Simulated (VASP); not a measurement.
Write an ASE script for VASP 6.6.1 that does the following.

| Quantity | Value |
| --- | --- |
| Task | density of states |
| Functional | PBE |
| Dispersion | TS-HI |
| Potentials or basis | VASP PAW PBE potentials, release 64 (Mn, S) |
| Cutoff | 500 eV |
| k mesh | 9 × 9 × 9 |
| Occupations | gaussian, width 0.05 eV |
| Spin | collinear spin, ferromagnetic start |
| Starting moments | [4.0, 0.0] μB |
| Hubbard terms | Mn d U = 4 eV |
| Further INCAR settings | ALGO = Fast; EDIFF = 1.00e-06; NBANDS = 18 |

The structure of MnS lies in POSCAR:

```
MnS
1.0
    0.0000000000      2.4734634191      2.4734634191
    2.4734634191      0.0000000000      2.4734634191
    2.4734634191      2.4734634191      0.0000000000
Mn S
1 1
Direct
    0.0000000000      0.0000000000      0.0000000000
    0.7500000000      0.7500000000      0.7500000000
```

The cell is a database's computed one.

One way to write it, as run:

run.py

```python
from ase.calculators.vasp import Vasp
from ase.dft.dos import DOS
from ase.io import read

atoms = read('POSCAR')
atoms.set_initial_magnetic_moments([4.0, 0.0])
calc = Vasp(
    directory='calc',
    xc='pbe',
    pp='PBE',
    setups='minimal',
    prec='Accurate',
    encut=500,
    ediff=1e-06,
    ismear=0,
    sigma=0.05,
    lreal=False,
    lasph=True,
    nelm=120,
    algo='Fast',
    isif=2,
    lwave=False,
    lcharg=False,
    ispin=2,
    lorbit=11,
    lmaxmix=4,
    ldautype=2,
    ldauprint=1,
    ivdw=21,
    ldau_luj={'Mn': {'L': 2, 'U': 4, 'J': 0}},
    kpts=[9, 9, 9],
    gamma=True,
    nbands=18,
)
atoms.calc = calc

print('energy (eV):', atoms.get_potential_energy())
print('free energy (eV):', atoms.get_potential_energy(force_consistent=True))
print('forces (eV/A):')
print(atoms.get_forces())
print('stress (eV/A^3, Voigt):', atoms.get_stress())
print('Fermi level (eV):', calc.get_fermi_level())
print('moment (muB):', atoms.get_magnetic_moment())
print('site moments (muB):', atoms.get_magnetic_moments())
dos = DOS(calc, width=0.05, window=(-10, 10), npts=201)
print('E - E_F (eV), DOS (1/eV)')
for e, g in zip(dos.get_energies(), dos.get_dos()):
    print(f'{e:8.3f} {g:10.4f}')
```

Potentials or basis: VASP PAW PBE potentials, release 64 (Mn, S).

Launch:

```sh
$ python run.py
```

It gave:

```
Pressure                                              : 45.7 GPa
Band gap on the k mesh                                : none (metal or under the smearing width)
Net moment                                            : 4.33 μB per cell
Site moments                                          : Mn +4.10; S -0.01 μB
Valence electrons inside the program's atomic spheres : Mn 5.99; S 3.94
Hirshfeld charges                                     : Mn +0.28; S -0.28 e
Dispersion energy per atom                            : -0.401 eV
```

Caveat: a pressure of tens of GPa on the cell as given is suspect, and the run, the potentials or the cell itself is likely at fault; a cell with one magnetic atom can't hold antiferromagnetic order, which such compounds often take; pairwise dispersion overbinds metals, which lowers pressure and volume.

Run time: 71 s on 1 thread of Intel(R) Xeon(R) Platinum 8559C (Emerald Rapids), with other jobs on the host, peak memory 0.18 GiB.
